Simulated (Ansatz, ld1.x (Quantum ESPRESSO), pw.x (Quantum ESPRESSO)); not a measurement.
**Sr: one change to the TM potential, in the atom and in the bcc crystal**

Sr, norm-conserving Troullier–Martins (Kleinman–Bylander form), made with ld1.x (Quantum ESPRESSO) 7.5 (PBE, scalar-relativistic). Core [Kr], reference 4d0 5s1.5 5p0.5. Waves: 5p (bound): rc 3.45 bohr; 4d (bound, empty): rc 3.05 bohr; 5s (bound): rc 3.75 bohr. Local part: the s channel. Core correction: Bessel-smoothed model core inside 3.05 bohr.

Change: core correction Bessel-smoothed model core inside 2.38 bohr.

Cutoffs, loose and tight: the cutoffs (Ry, on a coarse ladder) from which the occupation-weighted sum of valence levels, in a spherical-Bessel basis at the reference potential, stays within 10 and 1 mRy of its value at 400 Ry. They do not see the model core or the augmentation charge, which bear on the density cutoff. Test errors are all-electron minus pseudo excitation energies from the reference, over the configurations 4d0 5s2 5p0; 4d0 5s1 5p0; 4d0 5s1.5 5p0; 4d1 5s0 5p0; 4d0 5s0 5p1; 4d0.5 5s1.5 5p0; 4d0 5s1 5p1; variants that change the core or the reference have their own tests.

Crystal test: bcc Sr in pw.x 7.5, no spin, 10³ k-points, Fermi–Dirac smearing 0.01 Ry, cutoffs set for each file from its atomic test. The reference is all-electron LAPW (Ansatz 0.2.0) with the same functional, mesh and smearing; V0 and B0 come from Birch–Murnaghan fits to the pressures at five volumes. Errors are pseudo minus all-electron; Δ is the rms difference of the E(V) curves that follow from these fits, minima aligned, over ±6 % about the mean V0. Mesh and smearing are coarse, so the numbers serve the comparison and aren't converged zero-temperature values; the lattice is a test structure that the element need not adopt.

All-electron: a0 = 4.780 Å (V0 = 54.61 Å³/atom), B0 = 11.4 GPa.

Q: Does the change bring the crystal closer to the all-electron result?

A: The mean pressure error goes from +0.13 to +0.18 GPa, so the change moves the solid further from the all-electron pressures.

| quantity | base | changed |
| --- | --- | --- |
| outcome (atom) | generated | generated |
| cutoff, loose (atom) | 6 Ry | 6 Ry |
| cutoff, tight (atom) | 8 Ry | 8 Ry |
| bound ghosts (atom) | none | none |
| largest test error (meV) (atom) | -54 | -72 |
| cutoffs in pw.x (Ry) | 50/200 | 50/200 |
| a0 (Å) | 4.796 | 4.803 |
| a0 error (%) | +0.34 | +0.47 |
| B0 error (%) | +4.7 | +5.8 |
| Δ (meV/atom) | 1.5 | 2.0 |
| mean pressure error (GPa) | +0.13 | +0.18 |

Base: The cutoffs count occupied waves only; the empty 4d level needs 15 Ry at the loose tolerance. Changed file: This is a poor potential for the solid. The cutoffs count occupied waves only; the empty 4d level needs 15 Ry at the loose tolerance. The atomic cutoffs weigh occupied waves only.
